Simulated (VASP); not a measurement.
Here is a VASP 6.6.1 calculation.

INCAR

```
PREC = Accurate
ENCUT = 520
EDIFF = 1E-7
ISMEAR = 0
SIGMA = 0.05
LREAL = F
LASPH = T
NELM = 60
ALGO = Normal
ISIF = 2
LWAVE = F
LCHARG = T
GGA = PE
LELF = T
LVHAR = T
NBANDS = 15
```

Contents of KPOINTS:

```
regular mesh
0
Gamma
  8 8 8
```

POSCAR

```
KCl
1.0
    0.0000000000      3.1906418255      3.1906418255
    3.1906418255      0.0000000000      3.1906418255
    3.1906418255      3.1906418255      0.0000000000
K Cl
1 1
Direct
    0.0000000000      0.0000000000      0.0000000000
    0.5000000000      0.5000000000      0.5000000000
```

Potentials or basis: VASP PAW PBE potentials, release 64 (K_sv, Cl).

Launch:

```sh
$ cat potpaw_PBE.64/K_sv/POTCAR potpaw_PBE.64/Cl/POTCAR > POTCAR
$ mpirun -np 1 vasp_std > vasp.out
```

Problem. What does it give for the pressure?

Solution. 0.0 GPa.

Problem. Estimate the band gap on the k mesh.

Solution. 5.05 eV, direct.

**The experiment to reproduce.**

A printed reference work, monograph reports, for a bulk crystal of KCl: band gap 8.68 eV.

Against the measured gap of KCl, 8.68 eV (a printed reference work, monograph), the calculated 5.05 eV is off by -3.63 eV. The value is that of PBE on a finite k mesh, which can miss the band edges, without temperature or zero-point motion. Semilocal functionals fall short of measured gaps as a rule.
